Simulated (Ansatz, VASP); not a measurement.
## One calculation of La, two programs

The input INCAR:

```
PREC = Accurate ; ENCUT = 520
EDIFF = 1E-6 ; ISMEAR = -1
SIGMA = 0.08 ; LREAL = False
LASPH = True ; NELM = 60
ALGO = Normal ; ISIF = 2
LWAVE = False ; LCHARG = False
GGA = CA ; NBANDS = 12
```

KPOINTS

```
regular mesh
0
Gamma
  15 15 15
```

Contents of POSCAR:

```
La
1.0
   -1.4906333592      1.4906333592      1.4906333592
    1.4906333592     -1.4906333592      1.4906333592
    1.4906333592      1.4906333592     -1.4906333592
La
1
Direct
    0.0000000000      0.0000000000      0.0000000000
```

Input for Ansatz:

```yaml
crystal:
  lattice:
    - [-1.4906333592, 1.4906333592, 1.4906333592]
    - [1.4906333592, -1.4906333592, 1.4906333592]
    - [1.4906333592, 1.4906333592, -1.4906333592]
  atoms:
    - { symbol: La, position: [0.0, 0.0, 0.0] }
kpoints:
  mp_grid: { grid: [15, 15, 15] }
  band_path:
    path:
      - [0.0, 0.0, 0.0]
      - [0.5, -0.5, 0.5]
      - [0.0, 0.0, 0.5]
      - [0.0, 0.0, 0.0]
      - [0.25, 0.25, 0.25]
      - [0.5, -0.5, 0.5]
      - [0.25, 0.25, 0.25]
      - [0.0, 0.0, 0.5]
    npoints: 8
scf:
  occupations: { method: fermi_dirac, width: 0.08 }
hamiltonian:
  xc: lda
  pseudopotentials: { kind: all_electron, lapw: { basis_error: 0.001 } }
output:
  forces: true
  stress: true
  eigenvalues: true
  populations: true
  dos: { projected: true, de: 0.2, e_range: [-14, 8] }
```

Change from the starting cell: volume scaled by 0.4, LAPW.

Alike in both runs: task single point; functional LDA; k mesh 15 × 15 × 15; occupations fermi-dirac, width 0.08 eV; no spin polarisation.

|  | VASP | Ansatz |
| --- | --- | --- |
| version | VASP 6.6.1 | Ansatz 0.2.0 |
| potentials or method | VASP PAW LDA potentials, release 64 (La) | all-electron LAPW, scalar-relativistic |
| plane-wave cutoff (eV) | 520 | see its input |

```csv
,VASP,Ansatz,Ansatz less VASP
pressure (GPa),222.6,221.2,-1.33
```

Ansatz ran all-electron here, so the differences hold the error of VASP's frozen core and of both bases.

Caveats: the cell as given lies far from equilibrium; so large a pressure means that the cell lies far from this level's equilibrium, or that cutoff or potentials fall short (VASP). The runs have no spin-orbit coupling, so splittings on La are missing.
